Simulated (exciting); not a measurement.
Sb: equation of state with PBEsol

Sb:

```
CELL_PARAMETERS angstrom
-1.57654 1.57654 2.71194
1.57654 -1.57654 2.71194
1.57654 1.57654 -2.71194
ATOMIC_POSITIONS crystal
Sb 0.00000 0.00000 0.00000
```

This isn't the form of Sb at room conditions, which is rhombohedral.

```
Program             : exciting (release sodium)
Task                : equation of state
Functional          : PBEsol
Potentials or basis : all-electron LAPW+lo, shipped species files, valence relativity iora*
rgkmax              : 9
k mesh              : 12 × 12 × 12
Occupations         : fermi-dirac, width 0.05 eV
Spin                : no spin polarisation
```

| Item | Value |
| --- | --- |
| Equilibrium volume | 26.44 Å³/atom |
| Bulk modulus at fixed shape and positions | 68 GPa |
| Pressure derivative of the bulk modulus | 4.3 (rough: it moves with the points fitted) |

Energy against volume, from the lowest point:
```tsv
volume (Å³/atom)	energy (meV/atom)
25.344	10.41
25.883	2.72
26.423	0.00
26.962	2.24
27.501	8.54
28.040	18.44
28.580	31.98
```

Caveat: the cell was scaled at fixed shape and fractional positions, which overstates the stiffness of a crystal with free parameters, most of all of layers and chains. Spin-orbit coupling is left out, which matters for the levels of Sb.
